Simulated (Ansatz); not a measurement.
# I: pressure up to the limit of the methods

An exercise on one series of results from a longer session: the logs are not shown, and one member is left open.

Computed with Ansatz 0.2.0 (DFT, PBE, PAW with Ansatz's default frozen-core files, scalar-relativistic, unless a step's input says otherwise).

## The system as given

Symmetry: P6_3/mmc, No. 194, hexagonal system. The conventional cell has a = 3.646 Å, b = 3.646 Å, c = 5.907 Å, α = 90.00°, β = 90.00°, γ = 120.00°. I (site symmetry -6m2) has 12 I at 3.63 to 3.65 Å in its first shell of neighbours.

As a file:

```xyz
2
Lattice="3.6460 0.0000 0.0000 -1.8230 3.1576 0.0000 0.0000 0.0000 5.9066" Properties=species:S:1:pos:R:3 pbc="T T T"
I     0.0000    2.1050    1.4766
I     1.8230    1.0525    4.4299
```

Whether this phase is the stable one at these pressures isn't tested.

Atoms are numbered in the order of the input: I1, I2.

Set-up of the first run:

Input file input.yaml:

```yaml
crystal:
  lattice:
    - [3.6460371449, 0.0, 0.0]
    - [-1.8230185724, 3.1575607906, 0.0]
    - [0.0, 0.0, 5.9065801747]
  atoms:
    - { symbol: I, position: [0.3333333333, 0.6666666667, 0.25] }
    - { symbol: I, position: [0.6666666667, 0.3333333333, 0.75] }
kpoints:
  mp_grid: { grid: [12, 12, 7] }
scf:
  occupations: { method: fermi_dirac, width: 0.08 }
hamiltonian:
  xc: pbe
  pseudopotentials: { kind: paw }
output:
  forces: true
  stress: true
relax:
  f_tol: 0.005
  max_steps: 40
  cell: {}
```

Run with:

```
$ ansatz run input.yaml --threads 1 --pin off --max-ram 2048MiB --backend cpu --events-out ev --progress --plain --runs-dir out
```

Among the steps run: Cell relaxed at zero pressure, PAW; Volume scaled by 1, PAW; Shape and atoms relaxed at 0.9 of the volume, PAW; Volume scaled by 0.9, PAW; Shape and atoms relaxed at 0.8 of the volume, PAW; Volume scaled by 0.8, PAW; Shape and atoms relaxed at 0.7 of the volume, PAW; Volume scaled by 0.7, PAW; Shape and atoms relaxed at 0.6 of the volume, PAW; More of the same log: shape and atoms relaxed at 0.6 of the volume; Volume scaled by 0.6, PAW; Shape and atoms relaxed at 0.5 of the volume, PAW; Volume scaled by 0.5, PAW; Shape and atoms relaxed at 0.4 of the volume, PAW; More of the same log: shape and atoms relaxed at 0.4 of the volume; Volume scaled by 0.4, PAW; Volume scaled by 0.4, PAW (cutoff 600 eV).

One table of the session follows, with a row left open; its other results are not shown here.

```
             method  volume over the first  volume (Å³/atom)  pressure (GPa)
                PAW                      1            38.720            0.02
                PAW                    0.9            34.848            2.22
                PAW                    0.8            30.976            6.53
                PAW                    0.7            27.104           14.75
                PAW                    0.6                 ?               ?
                PAW                    0.5            19.360           66.30
                PAW                    0.4            15.488          154.94
PAW (cutoff 600 eV)                    0.4            15.488          154.92
```

**Question.** Estimate the row for PAW, 0.6.

As computed: volume (Å³/atom): 23.232; pressure (GPa): 29.88. In the column «volume (Å³/atom)» it lies between PAW, 0.5 (19.360) and PAW, 0.7 (27.104).
